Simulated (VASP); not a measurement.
# C (Im-3m) in VASP: notebook, part 2 of 2

VASP 6.6.1. Earlier steps stand in the parts before.

## (4) Single point, PBE

This run uses another cell than the first one, of 6.62 Å³/atom, 0.944 times its volume.

Contents of INCAR:

```
  PREC = Accurate
  ENCUT = 520
  EDIFF = 1E-7
  ISMEAR = 0
  SIGMA = 0.1
  LREAL = False
  LASPH = True
  NELM = 100
  ALGO = Fast
  ISIF = 2
  LWAVE = False
  LCHARG = False
  GGA = PE
  NBANDS = 21
```

Contents of KPOINTS:

```
regular mesh
0
Gamma
  6 6 6
```

Contents of POSCAR:

```
C
1.0
   -2.1496046100      2.1496046100      2.1496046100
    2.1496046100     -2.1496046100      2.1496046100
    2.1496046100      2.1496046100     -2.1496046100
C
6
Direct
    0.7500000000      0.2500000000      0.5000000000
    0.2500000000      0.7500000000      0.5000000000
    0.5000000000      0.2500000000      0.7500000000
    0.7500000000      0.5000000000      0.2500000000
    0.5000000000      0.7500000000      0.2500000000
    0.2500000000      0.5000000000      0.7500000000
```

Potentials or basis: VASP PAW PBE potentials, release 64 (C).

Launch:

```sh
cat potpaw_PBE.64/C/POTCAR > POTCAR
mpirun -np 1 vasp_std > vasp.out
```

OUTCAR:

```text
PREC = Accurate
   ENCUT = 520
   EDIFF = 1E-7
   ISMEAR = 0
   LREAL = False
   LASPH = True
   NELM = 100
   ISIF = 2
   GGA = PE

 ion  position               nearest neighbor table
   1  0.750  0.250  0.500-   3 1.52   4 1.52   6 1.52   5 1.52
   2  0.250  0.750  0.500-   3 1.52   5 1.52   6 1.52   4 1.52
   3  0.500  0.250  0.750-   1 1.52   4 1.52   6 1.52   2 1.52
   4  0.750  0.500  0.250-   1 1.52   2 1.52   5 1.52   3 1.52
   5  0.500  0.750  0.250-   1 1.52   2 1.52   4 1.52   6 1.52
   6  0.250  0.500  0.750-   2 1.52   3 1.52   5 1.52   1 1.52

  LATTYP: Found a body centered cubic cell.
 ALAT       =     4.2992092200

  Lattice vectors:

 A1 = (  -2.1496046100,   2.1496046100,   2.1496046100)
 A2 = (   2.1496046100,  -2.1496046100,   2.1496046100)
 A3 = (   2.1496046100,   2.1496046100,  -2.1496046100)

Analysis of symmetry for initial positions (statically):
=====================================================================
 Subroutine PRICEL returns:
 Original cell was already a primitive cell.

[... 172 lines left out ...]
 val. band max:        7.7357989575   @ k =   0.5000   0.5000   0.5000
 cond. band min:      10.4661453723   @ k =  -0.3333   0.3333   0.3333
 fundamental gap:      2.7303464148
 Fermi energy:         8.1889786001

 k-point     1 :       0.0000    0.0000    0.0000
  band No.  band energies     occupation
      1     -13.3116      2.00000
      2      -5.2423      2.00000
      3      -5.2423      2.00000
      4      -2.4596      2.00000
      5      -2.4596      2.00000
      6      -2.4596      2.00000
[... 373 lines left out ...]
     20      19.6400      0.00000
     21      21.2787      0.00000

------------------------ aborting loop because EDIFF is reached ----------------------------------------

  FORCE on cell =-STRESS in cart. coord.  units (eV):
  Direction    XX          YY          ZZ          XY          YZ          ZX
  --------------------------------------------------------------------------------------
  -------------------------------------------------------------------------------------
  Total        5.4077930      5.4077930      5.4077930     -0.0000000     -0.0000000      0.0000000
  in kB      218.0694836    218.0694836    218.0694836     -0.0000000     -0.0000000      0.0000000
  external PRESSURE =     218.0694836 kB  Pullay stress =       0.0000000 kB

 VOLUME and BASIS-vectors are now :
 -----------------------------------------------------------------------------
  energy-cutoff  :      520.00
  volume of cell :       39.73
      direct lattice vectors                 reciprocal lattice vectors
    -2.149604610  2.149604610  2.149604610     0.000000000  0.232600915  0.232600915
     2.149604610 -2.149604610  2.149604610     0.232600915  0.000000000  0.232600915
     2.149604610  2.149604610 -2.149604610     0.232600915  0.232600915  0.000000000

 POSITION                                       TOTAL-FORCE (eV/Angst)
 -----------------------------------------------------------------------------------
      0.00000      2.14960      1.07480         0.000000      0.000000     -0.000000
      2.14960      0.00000      1.07480        -0.000000     -0.000000     -0.000000
      1.07480      2.14960      0.00000        -0.000000     -0.000000      0.000000
      0.00000      1.07480      2.14960         0.000000     -0.000000     -0.000000
      1.07480      0.00000      2.14960        -0.000000      0.000000     -0.000000
      2.14960      1.07480      0.00000         0.000000     -0.000000      0.000000
 -----------------------------------------------------------------------------------
    total drift:                                0.000000      0.000000     -0.000000

  FREE ENERGIE OF THE ION-ELECTRON SYSTEM (eV)
  ---------------------------------------------------
  free  energy   TOTEN  =       -52.0944405081 eV

  energy  without entropy=      -52.0944405081  energy(sigma->0) =      -52.09444051
```

Run time: 18 s. Hardware: 1 thread of AMD EPYC 7R13 (Zen 3), shared host; peak memory 0.11 GiB.

Results:

* Free energy: -52.0944 eV
* Pressure: 21.8 GPa
* Band gap on the k mesh: 2.73 eV, indirect (least direct gap 3.40 eV)

Caveat: so large a pressure means that the cell lies far from this level's equilibrium, or that cutoff or potentials fall short. A k mesh can miss the band edges.

## (5) The runs side by side

| task | cell | k mesh | cutoff (eV) | smearing | gap on the mesh (eV) | pressure (GPa) |
| --- | --- | --- | --- | --- | --- | --- |
| single point | Im-3m, 7.01 Å³/atom | 8 × 8 × 8 | 520 | gaussian 0.02 eV | 2.61 | 0.5 |
| relaxation of cell and atoms | relaxed | 8 × 8 × 8 | 600 | gaussian 0.02 eV | 2.61 | 0.0 |
| single point | Im-3m, 6.62 Å³/atom | 6 × 6 × 6 | 520 | gaussian 0.1 eV | 2.73 | 21.8 |

Alike in all rows: level PBE; potentials or basis VASP PAW PBE potentials, release 64 (C); no spin polarisation.

Caveats: the relaxation stopped at its first step, so nothing moved (some runs); so large a pressure means that the cell lies far from this level's equilibrium, or that cutoff or potentials fall short (some runs).

Total energies depend on the potentials used, so only differences within one code and one set of settings carry meaning.
